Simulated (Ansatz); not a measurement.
**Band table of P (diamond type)**

```yaml
crystal:
  lattice:
    - [0.00000, 2.74411, 2.74411]
    - [2.74411, 0.00000, 2.74411]
    - [2.74411, 2.74411, 0.00000]
  atoms:
    - { symbol: P, position: [0.87500, 0.87500, 0.87500] }
    - { symbol: P, position: [0.12500, 0.12500, 0.12500] }
```

The cell comes from a relaxation on PAW files under the same functional, begun from a prototype that needn't be the stable phase.

All numbers are PBE results (scalar-relativistic) from Ansatz 0.2.0, with a Γ-centred 12×12×12 k mesh, Fermi–Dirac smearing of 0.1 eV, no spin polarisation. Methods: LAPW: all electrons, basis error target 1 meV/atom.

Path points, in fractions of the reciprocal vectors: Γ (0.000, 0.000, 0.000), X (0.500, 0.000, 0.500), U (0.625, 0.250, 0.625), K (0.375, 0.375, 0.750), L (0.500, 0.500, 0.500), W (0.500, 0.250, 0.750). The distance column jumps between branches of the path. Levels in eV from the Fermi level; bands 9 to 15, counted from the lowest band of the run. The gap is zero, the pressure 0.01 GPa.

```
# k(1/Å) point b9 b10 b11 b12 b13 b14 b15
0.000 Γ -15.00 -3.51 -3.07 -3.07 -3.07 0.05 0.05
0.164 - -14.92 -4.59 -3.29 -3.29 -2.01 -0.10 0.37
0.327 - -14.69 -5.85 -3.78 -3.78 -0.89 -0.45 1.14
0.491 - -14.31 -7.07 -4.30 -4.30 -0.84 -0.13 2.11
0.654 - -13.79 -8.26 -4.75 -4.75 -1.16 -0.02 3.19
0.818 - -13.13 -9.39 -5.09 -5.09 -1.34 -0.38 4.27
0.981 - -12.34 -10.46 -5.30 -5.30 -1.35 -0.83 5.23
1.145 X -11.45 -11.45 -5.37 -5.37 -1.17 -1.17 5.69
1.203 - -11.45 -11.43 -5.41 -5.36 -1.17 -1.09 5.63
1.260 - -11.48 -11.40 -5.53 -5.34 -1.15 -0.86 5.48
1.318 - -11.53 -11.34 -5.69 -5.30 -1.12 -0.51 5.26
1.376 - -11.59 -11.26 -5.87 -5.25 -1.07 -0.07 5.00
1.434 - -11.68 -11.16 -6.04 -5.19 -1.02 0.45 4.73
1.492 - -11.79 -11.03 -6.19 -5.11 -0.96 1.01 4.44
1.550 U -11.92 -10.89 -6.30 -5.02 -0.89 1.59 4.16
2.251 K -11.92 -10.89 -6.30 -5.02 -0.89 1.59 4.16
2.424 - -12.44 -10.31 -6.38 -4.69 -0.69 2.99 3.21
2.598 - -13.07 -9.53 -6.09 -4.30 -0.59 2.30 2.50
2.771 - -13.70 -8.57 -5.52 -3.90 -0.70 1.52 1.68
2.945 - -14.24 -7.42 -4.78 -3.54 -1.00 0.88 0.99
3.118 - -14.66 -6.13 -3.99 -3.27 -1.43 0.42 0.48
3.292 - -14.91 -4.72 -3.33 -3.12 -2.12 0.15 0.16
3.465 Γ -15.00 -3.51 -3.07 -3.07 -3.07 0.05 0.05
3.607 - -14.94 -4.48 -3.15 -3.15 -2.34 0.17 0.17
3.748 - -14.77 -5.68 -3.34 -3.34 -1.93 0.47 0.47
3.890 - -14.49 -6.87 -3.58 -3.58 -1.94 0.82 0.82
4.032 - -14.13 -7.97 -3.79 -3.79 -2.10 1.09 1.09
4.173 - -13.71 -8.93 -3.96 -3.96 -2.26 1.24 1.24
4.315 - -13.32 -9.64 -4.06 -4.06 -2.37 1.29 1.29
4.456 L -13.15 -9.92 -4.10 -4.10 -2.41 1.30 1.30
4.572 - -13.11 -9.93 -4.47 -4.16 -2.02 1.27 1.43
4.688 - -12.99 -9.98 -5.10 -4.32 -1.32 1.21 1.84
4.803 - -12.80 -10.08 -5.66 -4.58 -0.65 1.19 2.49
4.919 - -12.53 -10.28 -6.04 -4.92 -0.07 1.26 3.18
5.035 - -12.19 -10.58 -6.20 -5.29 0.48 1.43 3.11
5.150 - -11.81 -10.96 -6.16 -5.65 1.01 1.64 2.56
5.266 W -11.39 -11.39 -5.95 -5.95 1.50 1.50 2.50
5.348 - -11.39 -11.39 -5.93 -5.93 1.15 1.15 2.87
5.430 - -11.40 -11.40 -5.86 -5.86 0.58 0.58 3.52
5.511 - -11.41 -11.41 -5.75 -5.75 0.03 0.03 4.19
5.593 - -11.42 -11.42 -5.62 -5.62 -0.46 -0.46 4.80
5.675 - -11.43 -11.43 -5.50 -5.50 -0.84 -0.84 5.29
5.757 - -11.44 -11.44 -5.41 -5.41 -1.09 -1.09 5.59
5.838 X -11.45 -11.45 -5.37 -5.37 -1.17 -1.17 5.69
```
